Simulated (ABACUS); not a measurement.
# Pb (P6_3/mmc) in ABACUS: equation of state

Aim: energy against volume of Pb in PBE, for its equilibrium volume and stiffness.

Everything below comes from runs of ABACUS 3.10.1. Logs are shortened: lines on timing, memory, paths and dates and some standing lists are left out, and cuts for length are marked.

## (1) The crystal as given

The structure is hexagonal, space group P6_3/mmc (No. 194). Conventional cell: a = 3.480 Å, b = 3.480 Å, c = 5.590 Å, α = 90.00°, β = 90.00°, γ = 120.00°. Pb (site symmetry -6m2) has 12 Pb at 3.44 to 3.48 Å as nearest neighbours.

This isn't the form of Pb at room conditions, which is fcc.

## (2) Equation of state, PBE, 27.55 Å³/atom (volume scaled by 0.94)

Contents of INPUT:

```
INPUT_PARAMETERS
suffix              Pb
calculation         scf
basis_type          pw
pseudo_dir          ./
symmetry            1
dft_functional      pbe
ecutwfc             63
pseudo_rcut         10
nspin               1
nbands              18
ks_solver           dav
smearing_method     fd
smearing_sigma      0.00367493
scf_thr             1e-08
scf_nmax            100
mixing_type         broyden
mixing_beta         0.7
cal_force           1
cal_stress          1
kpar                4
```

Contents of STRU:

```
ATOMIC_SPECIES
Pb 207.2000 Pb.upf

LATTICE_CONSTANT
1.8897261246

LATTICE_VECTORS
3.4089596583 0.0000000000 0.0000000000
-1.7044798292 2.9522456646 0.0000000000
0.0000000000 0.0000000000 5.4758863477

ATOMIC_POSITIONS
Direct

Pb
0.0
2
0.6666666667 0.3333333333 0.7500000000 1 1 1
0.3333333333 0.6666666667 0.2500000000 1 1 1
```

Contents of KPT:

```
K_POINTS
0
Gamma
9 9 5 0 0 0
```

Potentials or basis: PseudoDojo NC SR 0.4.1 PBE standard, plane waves.

Command:

```bash
> OMP_NUM_THREADS=1 mpirun -np 4 abacus > log
```

running log:

```text
ABACUS v3.10.1

               Atomic-orbital Based Ab-initio Computation at UStc

 ------------------------------------------------------------------------------------

 READING GENERAL INFORMATION
                           global_out_dir = OUT.Pb/
                           global_in_card = INPUT
                               pseudo_dir = ./
                              orbital_dir =
                                    DSIZE = 4
                                    GSIZE = 1

 READING UNITCELL INFORMATION
                                    ntype = 1
                  lattice constant (Bohr) = 1.88973
              lattice constant (Angstrom) = 1

 READING ATOM TYPE 1
                               atom label = Pb
                      L=0, number of zeta = 1
                      L=1, number of zeta = 1
                      L=2, number of zeta = 1
             number of atom for this type = 2

                        TOTAL ATOM NUMBER = 2
DIRECT COORDINATES
    atom                   x                   y                   z     mag                  vx                  vy                  vz
taud_Pb1            0.6666666667        0.3333333333        0.7500000000  0.0000        0.0000000000        0.0000000000        0.0000000000
taud_Pb2            0.3333333333        0.6666666667        0.2500000000  0.0000        0.0000000000        0.0000000000        0.0000000000

                          Volume (Bohr^3) = 371.899
                             Volume (A^3) = 55.1097

 Lattice vectors: (Cartesian coordinate: in unit of a_0)
             +3.40896                  +0                  +0
             -1.70448            +2.95225                  +0
                   +0                  +0            +5.47589
 Reciprocal vectors: (Cartesian coordinate: in unit of 2 pi/a_0)
            +0.293345           +0.169363                  -0
                   -0           +0.338725                  -0
                   +0                  -0           +0.182619
 The esolver type has been set to : ksdft_pw

                PAO radial cut off (Bohr) = 10

 Read in pseudopotential file is Pb.upf
                     pseudopotential type = NC
          exchange-correlation functional = PBE
                 nonlocal core correction = 1
                        valence electrons = 14
                                     lmax = 2
                           number of zeta = 3
[... 5 lines left out ...]
                           L of projector = 2
                           L of projector = 2
     initial pseudo atomic orbital number = 18

 SETUP THE ELECTRONS NUMBER
            electron number of element Pb = 14
      total electron number of element Pb = 28
            AUTOSET number of electrons:  = 28
                           occupied bands = 14
                                   NBANDS = 18
                                   NLOCAL = 18

%%%%%%%%%%%%%%%%%%%%%%%%%%%%%%%%%%%%%%%%%%%%%%%%%%%%%%%%%%%%%%%%%%%%%%%%%%%%%%%%%%%%%%%%%%%%%%%%%%%%%%%%%%
 Warning: the number of valence electrons in pseudopotential > 4 for Pb: [Xe] 4f14 5d10 6s2 6p2
 Pseudopotentials with additional electrons can yield (more) accurate outcomes, but may be less efficient.
 If you're confident that your chosen pseudopotential is appropriate, you can safely ignore this warning.
%%%%%%%%%%%%%%%%%%%%%%%%%%%%%%%%%%%%%%%%%%%%%%%%%%%%%%%%%%%%%%%%%%%%%%%%%%%%%%%%%%%%%%%%%%%%%%%%%%%%%%%%%%

 SETUP THE PLANE WAVE BASIS
 energy cutoff for charge/potential (unit:Ry) = 252
            fft grid for charge/potential = [ 36, 36, 54 ]
                        fft grid division = [ 1, 1, 1 ]
        big fft grid for charge/potential = [ 36, 36, 54 ]
                                     nbxx = 69984
                                     nrxx = 69984

 SETUP PLANE WAVES FOR CHARGE/POTENTIAL
                    number of plane waves = 25217
                         number of sticks = 721

 PARALLEL PW FOR CHARGE/POTENTIAL
     PROC   COLUMNS(POT)             PW
        1            721          25217
 --------------- sum -------------------
        1            721          25217
                            number of |g| = 1239
                                  max |g| = 22.7882
                                  min |g| = 0

----------- Double Check Mixing Parameters Begin ------------
mixing_type: broyden
mixing_beta: 0.7
mixing_gg0: 1
mixing_gg0_min: 0.1
mixing_ndim: 8
----------- Double Check Mixing Parameters End ------------

 LATTICE VECTORS: (CARTESIAN COORDINATE: IN UNIT OF A0)
             +3.40896                  +0                  +0
             -1.70448            +2.95225                  +0
                   +0                  +0            +5.47589
                       right hand lattice = 1
                                   NORM_A = 3.40896
                                   NORM_B = 3.40896
                                   NORM_C = 5.47589
                           ALPHA (DEGREE) = 90
                           BETA  (DEGREE) = 90
                           GAMMA (DEGREE) = 120

 The lattice vectors have been changed (STRU_SIMPLE.cif)

(for optimal symmetric configuration:)
                             BRAVAIS TYPE = 4
                     BRAVAIS LATTICE NAME = 04. Hexagonal cell
                                    ibrav = 4
                                    IBRAV = 4
                                  BRAVAIS = HEXAGONAL CELL
                       LATTICE CONSTANT A = 3.40896
                                C/A RATIO = 1.60632
Original cell was already a primitive cell.
                        ROTATION MATRICES = 24
              PURE POINT GROUP OPERATIONS = 12
                   SPACE GROUP OPERATIONS = 24
                                       C2 = 3
                                       C3 = 2
                                       C4 = 0
                                       C6 = 0
                                       S1 = 3
                                       S3 = 0
                                       S4 = 0
                                       S6 = 2
                              POINT GROUP = D_3d
                                       C2 = 7
                                       C3 = 2
                                       C4 = 0
                                       C6 = 2
                                       S1 = 7
                                       S3 = 2
                                       S4 = 0
                                       S6 = 2
               POINT GROUP IN SPACE GROUP = D_6h

 SETUP K-POINTS
                                    nspin = 1
                   Input type of k points = Monkhorst-Pack(Gamma)
                                   nkstot = 405
                       right hand lattice = 1
(for reciprocal lattice: )
                             BRAVAIS TYPE = 4
                     BRAVAIS LATTICE NAME = 04. Hexagonal cell
                                    ibrav = 4
                       right hand lattice = 1
(for k-lattice: )
                             BRAVAIS TYPE = 4
                     BRAVAIS LATTICE NAME = 04. Hexagonal cell
                                    ibrav = 4
                       right hand lattice = 1
                        ROTATION MATRICES = 24
                               nkstot_ibz = 36
K-POINTS REDUCTION ACCORDING TO SYMMETRY
     IBZ    DIRECT_X    DIRECT_Y    DIRECT_Z  WEIGHT  ibz2bz
       1  0.00000000  0.00000000  0.00000000  0.0025       0
       2 -0.11111111  0.11111111  0.00000000  0.0148       1
       3 -0.22222222  0.22222222  0.00000000  0.0148       2
       4 -0.33333333  0.33333333  0.00000000  0.0148       3
       5 -0.44444444  0.44444444  0.00000000  0.0148       4
       6 -0.11111111  0.22222222  0.00000000  0.0148      10
[... 22 lines left out ...]
      29 -0.44444444  0.44444444  0.40000000  0.0296     166
      30 -0.11111111  0.22222222  0.40000000  0.0296     172
[... 6 further k points ...]

                               nkstot now = 36
[... K-POINTS DIRECT COORDINATES: 36 rows ...]

           k-point number in this process = 9
       minimum distributed K point number = 9
[... stars of the k points ...]

[... K-POINTS CARTESIAN COORDINATES: 9 rows ...]

[... K-POINTS DIRECT COORDINATES: 9 rows ...]

 SETUP PLANE WAVES FOR WAVE FUNCTIONS
     energy cutoff for wavefunc (unit:Ry) = 63
              fft grid for wave functions = [ 36, 36, 54 ]
                    number of plane waves = 4247
                         number of sticks = 223

 PARALLEL PW FOR WAVE FUNCTIONS
     PROC   COLUMNS(POT)             PW
        1            223           4247
 --------------- sum -------------------
        1            223           4247

 SETUP NONLOCAL PSEUDOPOTENTIALS IN PLANE WAVE BASIS
 Pb non-local projectors:
 projector 1 L=0
 projector 2 L=0
 projector 3 L=1
 projector 4 L=1
 projector 5 L=2
 projector 6 L=2
      TOTAL NUMBER OF NONLOCAL PROJECTORS = 36

 Init Non-Local PseudoPotential table :
 Init Non-Local-Pseudopotential done.

                                     npwx = 3146

 Make real space PAO into reciprocal space.
       max mesh points in Pseudopotential = 1001
     dq(describe PAO in reciprocal space) = 0.01
                                    max q = 957

 number of pseudo atomic orbitals for Pb is 3
WARNING: norm of atomic wavefunction # 3 of atomic type Pb is 0.999464, renormalized

 -------------------------------------------
 SELF-CONSISTENT
 -------------------------------------------
                                 init_chg = atomic

 PW ALGORITHM --------------- ION=   1  ELEC=   1--------------------------------
 Notice: Threshold on eigenvalues was too large.
 hsover_error=0.28 > DRHO=0.00566686
 Origin diag ethr = 0.01
 New diag ethr = 2.02388e-05

 Density error is 0.00575220181303
                          Error Threshold = 2.02388035387e-05
----------------------------------------------------------
     Energy           Rydberg                 eV
----------------------------------------------------------
 E_KohnSham     -281.5121520152      -3830.1693236491
 E_Harris       -282.2726659659      -3840.5166467869
 E_Fermi        0.9539271667         12.9788449435
----------------------------------------------------------
[... 51 lines left out ...]
 Density error is 6.58801782276e-09
                          Error Threshold = 1.20655835038e-10
----------------------------------------------------------
     Energy           Rydberg                 eV
----------------------------------------------------------
 E_KohnSham     -281.5132994338      -3830.1849350799
 E_KS(sigma->0) -281.5129853687      -3830.1806620049
 E_Harris       -281.5126378465      -3830.1759337229
 E_band         -1.5545820197        -21.1511734763
 E_one_elec     -50.2246367859       -683.3412402692
 E_Hartree      47.1389440066        641.3582361931
 E_xc           -80.0807780315       -1089.5548815019
 E_Ewald        -198.3462004928      -2698.6385033520
 E_entropy(-TS) -0.0006281302        -0.0085461499
 E_descf        0.0000000000         0.0000000000
 E_exx          0.0000000000         0.0000000000
 E_Fermi        0.9501461049         12.9274009586
----------------------------------------------------------

 charge density convergence is achieved
 final etot is -3830.1849351 eV
 EFERMI = 12.927400959 eV

 STATE ENERGY(eV) AND OCCUPATIONS    NSPIN == 1
 1/9 kpoint (Cartesian) = 0.0000 0.0000 0.0000 (3141 pws)
       1       -4.29272     0.00493827
       2       -4.22048     0.00493827
       3       -4.22048     0.00493827
       4       -4.22027     0.00493827
       5       -4.18985     0.00493827
       6       -4.18985     0.00493827
[... 10 lines left out ...]
      17        20.9032    2.61051e-72
      18        21.6699    5.71142e-79
[... 83 lines left out ...]
       2       -4.27357      0.0296296
       3       -4.17813      0.0296296
       4       -4.16835      0.0296296
       5       -4.16488      0.0296296
       6       -4.14073      0.0296296
[... 10 lines left out ...]
      17        19.8569    1.91949e-62
      18        20.2936    3.08787e-66

[... levels at 3 further k points ...]

------------------------------------------------------------------------------------------
 TOTAL-FORCE (eV/Angstrom)
------------------------------------------------------------------------------------------
                       Pb1         0.0000000000         0.0000000000         0.0000000000
                       Pb2         0.0000000000         0.0000000000         0.0000000000
------------------------------------------------------------------------------------------

----------------------------------------------------------------
 TOTAL-STRESS (KBAR)
----------------------------------------------------------------
        65.8899450936         0.0000000011         0.0000000000
         0.0000000011        65.8899450920         0.0000000000
         0.0000000000         0.0000000000       116.0059011307
----------------------------------------------------------------
 TOTAL-PRESSURE: 82.595264 KBAR

 --------------------------------------------
 !FINAL_ETOT_IS -3830.1849350798584055 eV
 --------------------------------------------
```

Wall time 13 s (4 MPI ranks of Intel Xeon Platinum 8259CL at 2.50GHz (Skylake/Cascade Lake), shared host); peak memory 0.32 GiB.

What came out:

```yaml
Free_energy: -3830.1849 eV
Pressure: 8.3 GPa
Band_gap_on_the_k_mesh: none (metal or under the smearing width)
```

## (3) Equation of state, PBE, 28.14 Å³/atom (volume scaled by 0.96)

INPUT is that of step 2.

Contents of STRU:

```
ATOMIC_SPECIES
Pb 207.2000 Pb.upf

LATTICE_CONSTANT
1.8897261246

LATTICE_VECTORS
3.4329672075 0.0000000000 0.0000000000
-1.7164836037 2.9730368121 0.0000000000
0.0000000000 0.0000000000 5.5144501982

ATOMIC_POSITIONS
Direct

Pb
0.0
2
0.6666666667 0.3333333333 0.7500000000 1 1 1
0.3333333333 0.6666666667 0.2500000000 1 1 1
```

KPT is that of step 2.

Potentials or basis: PseudoDojo NC SR 0.4.1 PBE standard, plane waves.

Command:

```bash
> OMP_NUM_THREADS=1 mpirun -np 4 abacus > log
```

It took 17 s on 4 MPI ranks of Intel Xeon Platinum 8259CL at 2.50GHz (Skylake/Cascade Lake), shared host; peak memory 0.36 GiB.

Results (log left out):

```yaml
Free_energy: -3830.2396 eV
Pressure: 6.7 GPa
Band_gap_on_the_k_mesh: none (metal or under the smearing width)
```

## (4) Equation of state, PBE, 28.73 Å³/atom (volume scaled by 0.98)

INPUT is that of step 3.

Contents of STRU:

```
ATOMIC_SPECIES
Pb 207.2000 Pb.upf

LATTICE_CONSTANT
1.8897261246

LATTICE_VECTORS
3.4566435916 0.0000000000 0.0000000000
-1.7283217958 2.9935411621 0.0000000000
0.0000000000 0.0000000000 5.5524820910

ATOMIC_POSITIONS
Direct

Pb
0.0
2
0.6666666667 0.3333333333 0.7500000000 1 1 1
0.3333333333 0.6666666667 0.2500000000 1 1 1
```

KPT is that of step 3.

Command:

```bash
> OMP_NUM_THREADS=1 mpirun -np 4 abacus > log
```

Run time: 15 s. Hardware: 4 MPI ranks of Intel Xeon Platinum 8259CL at 2.50GHz (Skylake/Cascade Lake), shared host; peak memory 0.32 GiB.

Results (log left out):

```yaml
Free_energy: -3830.2837 eV
Pressure: 5.4 GPa
Band_gap_on_the_k_mesh: none (metal or under the smearing width)
```

## (5) Equation of state, PBE, 29.31 Å³/atom

INPUT is that of step 4.

Contents of STRU:

```
ATOMIC_SPECIES
Pb 207.2000 Pb.upf

LATTICE_CONSTANT
1.8897261246

LATTICE_VECTORS
3.4800000000 0.0000000000 0.0000000000
-1.7400000000 3.0137684052 0.0000000000
0.0000000000 0.0000000000 5.5900000000

ATOMIC_POSITIONS
Direct

Pb
0.0
2
0.6666666667 0.3333333333 0.7500000000 1 1 1
0.3333333333 0.6666666667 0.2500000000 1 1 1
```

KPT is that of step 4.

Command:

```bash
> OMP_NUM_THREADS=1 mpirun -np 4 abacus > log
```

Wall time 16 s (4 MPI ranks of Intel Xeon Platinum 8259CL at 2.50GHz (Skylake/Cascade Lake), shared host); peak memory 0.36 GiB.

The run converged. Its results:

* Free energy: -3830.3184 eV
* Pressure: 4.2 GPa
* Band gap on the k mesh: none (metal or under the smearing width)

## (6) Equation of state, PBE, 29.90 Å³/atom (volume scaled by 1.02)

INPUT is that of step 5.

Contents of STRU:

```
ATOMIC_SPECIES
Pb 207.2000 Pb.upf

LATTICE_CONSTANT
1.8897261246

LATTICE_VECTORS
3.5030470293 0.0000000000 0.0000000000
-1.7515235146 3.0337277180 0.0000000000
0.0000000000 0.0000000000 5.6270209464

ATOMIC_POSITIONS
Direct

Pb
0.0
2
0.6666666667 0.3333333333 0.7500000000 1 1 1
0.3333333333 0.6666666667 0.2500000000 1 1 1
```

KPT is that of step 5.

Potentials or basis: PseudoDojo NC SR 0.4.1 PBE standard, plane waves.

Command:

```bash
> OMP_NUM_THREADS=1 mpirun -np 4 abacus > log
```

Run time: 11 s. Hardware: 4 MPI ranks of Intel Xeon Platinum 8259CL at 2.50GHz (Skylake/Cascade Lake), shared host; peak memory 0.36 GiB.

Results (log left out):

```yaml
Free_energy: -3830.3448 eV
Pressure: 3.1 GPa
Band_gap_on_the_k_mesh: none (metal or under the smearing width)
```

## (7) Equation of state, PBE, 30.49 Å³/atom (volume scaled by 1.04)

INPUT is that of step 6.

Contents of STRU:

```
ATOMIC_SPECIES
Pb 207.2000 Pb.upf

LATTICE_CONSTANT
1.8897261246

LATTICE_VECTORS
3.5257947253 0.0000000000 0.0000000000
-1.7628973626 3.0534278007 0.0000000000
0.0000000000 0.0000000000 5.6635610674

ATOMIC_POSITIONS
Direct

Pb
0.0
2
0.6666666667 0.3333333333 0.7500000000 1 1 1
0.3333333333 0.6666666667 0.2500000000 1 1 1
```

KPT is that of step 6.

Command:

```bash
> OMP_NUM_THREADS=1 mpirun -np 4 abacus > log
```

Run time: 12 s. Hardware: 4 MPI ranks of Intel Xeon Platinum 8259CL at 2.50GHz (Skylake/Cascade Lake), shared host; peak memory 0.36 GiB.

It converged, with:

| Item | Value |
| --- | --- |
| Free energy | -3830.3639 eV |
| Pressure | 2.1 GPa |
| Band gap on the k mesh | none (metal or under the smearing width) |

## (8) Equation of state, PBE, 31.07 Å³/atom (volume scaled by 1.06)

INPUT is that of step 7.

Contents of STRU:

```
ATOMIC_SPECIES
Pb 207.2000 Pb.upf

LATTICE_CONSTANT
1.8897261246

LATTICE_VECTORS
3.5482526220 0.0000000000 0.0000000000
-1.7741263110 3.0728769098 0.0000000000
0.0000000000 0.0000000000 5.6996356773

ATOMIC_POSITIONS
Direct

Pb
0.0
2
0.6666666667 0.3333333333 0.7500000000 1 1 1
0.3333333333 0.6666666667 0.2500000000 1 1 1
```

KPT is that of step 7.

Command:

```bash
> OMP_NUM_THREADS=1 mpirun -np 4 abacus > log
```

Wall time 14 s (4 MPI ranks of Intel Xeon Platinum 8259CL at 2.50GHz (Skylake/Cascade Lake), shared host); peak memory 0.36 GiB.

The run converged. Its results:

```
Free energy            : -3830.3764 eV
Pressure               : 1.3 GPa
Band gap on the k mesh : none (metal or under the smearing width)
```

## (9) Equation of state, PBE

Potentials or basis: PseudoDojo NC SR 0.4.1 PBE standard, plane waves.

This step only gathers the single runs of the series.

Results:

| Quantity | Value |
| --- | --- |
| Equilibrium volume | 32.14 Å³/atom (rough: see the caveat) |
| Bulk modulus at fixed shape and positions | 35 GPa (rough) |

Energy against volume, from the lowest point:
```tsv
volume (Å³/atom)	energy (meV/atom)
27.555	95.74
28.141	68.42
28.727	46.37
29.314	29.01
29.900	15.79
30.486	6.25
31.073	0.00
```

Caveat: the minimum lies outside the volumes run; the cell was scaled at fixed shape and fractional positions, which overstates the stiffness of a crystal with free parameters, most of all of layers and chains. The run has no spin-orbit coupling, so splittings on Pb are missing.
